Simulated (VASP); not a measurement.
Here is a VASP 6.6.1 calculation.

INCAR

```
PREC = Accurate
ENCUT = 600
EDIFF = 1E-6
ISMEAR = 0
SIGMA = 0.03
LREAL = False
LASPH = True
NELM = 80
ALGO = Normal
ISIF = 3
LWAVE = False
LCHARG = False
GGA = PE
IBRION = 2
NSW = 90
EDIFFG = -0.01
```

Contents of KPOINTS:

```
regular mesh
0
Gamma
  12 12 5
```

POSCAR

```
GaN
1.0
    3.1800000000      0.0000000000      0.0000000000
   -1.5900000000      2.7539607840      0.0000000000
    0.0000000000      0.0000000000      5.1660000000
Ga N
2 2
Direct
    0.3333333333      0.6666666667      0.0000000000
    0.6666666667      0.3333333333      0.5000000000
    0.3333333333      0.6666666667      0.3750000000
    0.6666666667      0.3333333333      0.8750000000
```

Potentials or basis: VASP PAW PBE potentials, release 64 (Ga_d, N).

The run is started by

```console
$ cat potpaw_PBE.64/Ga_d/POTCAR potpaw_PBE.64/N/POTCAR > POTCAR
$ mpirun -np 1 vasp_std > vasp.out
```

Task: Predict the relaxed volume.

Result: 11.75 Å³/atom.

Task: Estimate the space group after relaxing (to 0.05 Å).

Result: P6_3mc (No. 186).

Task: Estimate the band gap on the k mesh.

Result: 1.72 eV, direct.

Task: Predict the relaxed cell.

Result: a = 3.217 Å, b = 3.217 Å, c = 5.243 Å, α = 90.00°, β = 90.00°, γ = 120.00°.

Final structure:
```xyz
4
Lattice="3.2171 0.0000 0.0000 -1.6086 2.7861 0.0000 0.0000 0.0000 5.2435" Properties=species:S:1:pos:R:3 pbc="T T T"
Ga    0.0000    1.8574    5.2395
Ga    1.6086    0.9287    2.6178
N     0.0000    1.8574    1.9703
N     1.6086    0.9287    4.5920
```

PBE usually gives volumes a little too large and moduli too small. Zero-point motion and thermal expansion aren't in these numbers.
